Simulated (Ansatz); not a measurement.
Al (Fm-3m), stationary points along a deformation path

Level of theory: DFT PBE+D3(BJ), scalar-relativistic, plane waves, PAW in Ansatz. The runs took a 420 eV cutoff, a Γ-centred 28×28×28 mesh and Gaussian smearing (0.15 eV). No spin polarisation. Energies are free energies at this smearing, counted from the undisturbed cell; pressure is positive in compression.

The starting cell (relaxed at this level):

```
Al
1.0
     0.00000    1.99136    1.99136
     1.99136    0.00000    1.99136
     1.99136    1.99136    0.00000
Al
1
Direct
  0.00000 0.00000 0.00000
```

At fixed volume and fractional coordinates, lengths along (0.000, 0.000, 1.000) are scaled against those across it; ρ is that ratio over its starting value. V = 15.794 Å³/atom. Δσ is the stress along the axis less the mean stress across it (compression positive).

| ρ | ΔE (meV/atom) | Δσ (GPa) | space group |
| --- | --- | --- | --- |
| 0.650 | 98.4 | -2.17 | I4/mmm |
| 0.707 | 105.8 | -0.01 | Im-3m |
| 0.780 | 91.1 | 4.85 | I4/mmm |
| 0.850 | 49.3 | 8.47 | I4/mmm |
| 0.920 | 13.9 | 5.04 | I4/mmm |
| 0.960 | 3.0 | 2.51 | I4/mmm |
| 1.000 | 0.0 | 0.00 | Fm-3m |
| 1.050 | 4.1 | -2.94 | I4/mmm |
| 1.100 | 19.8 | -7.09 | I4/mmm |
| 1.200 | 82.1 | -14.72 | I4/mmm |
| 1.300 | 183.7 | -24.12 | I4/mmm |
| 1.414 | 344.1 | -34.01 | I4/mmm |
| 1.500 | 489.8 | -41.12 | I4/mmm |

Q: How does the stress give the slope of the energy, and where is the energy stationary?

A: Along the path d ln(length) is 2/3 d ln ρ on the axis and −1/3 d ln ρ across it, so dE/d ln ρ = −(2/3) V Δσ: the energy falls with ρ where Δσ is positive. Δσ vanishes or changes sign at ρ = 0.707 (Im-3m), a maximum at 105.8 meV/atom; at ρ = 1.000 (Fm-3m), a minimum at 0.0 meV/atom. Pairs of stationary points between two samples would go unseen, and could change a minimum read from distant neighbours into a maximum. At ρ = 0.707, 1.000 the cell is cubic, where symmetry alone makes the stress isotropic and the slope zero.

Q: Which shear constant sets the curvature at ρ = 1?

A: For a cubic crystal E/V = (2/3) C (ln ρ)² with C = C′ = (C11 − C12)/2, so Δσ = −2C ln ρ. The parabola of Δσ against ln ρ through ρ = 0.960, 1 and 1.050 gives C ≈ 30 GPa with the ions clamped, rough because the steps are large.

Q: Integrate that slope from ρ = 1 to 0.850 by the trapezoid rule.

A: With V/N in Å³ and 1 eV/Å³ = 160.2 GPa the slopes at ρ = 1.000, 0.960, 0.920, 0.850 are 0, -165, -332, -556 meV/atom per unit of ln ρ. The steps add 3.4 + 10.6 + 35.1 = 49.1 meV/atom, against 49.3 from the energies; the trapezoid rule misses the curvature of the slope within each step.

In a metal these slopes depend on the k mesh and the smearing.

Cost: 13 runs of about 0.77 core-minutes in all, on AMD EPYC 9R45 (Zen 5) (shared hosts).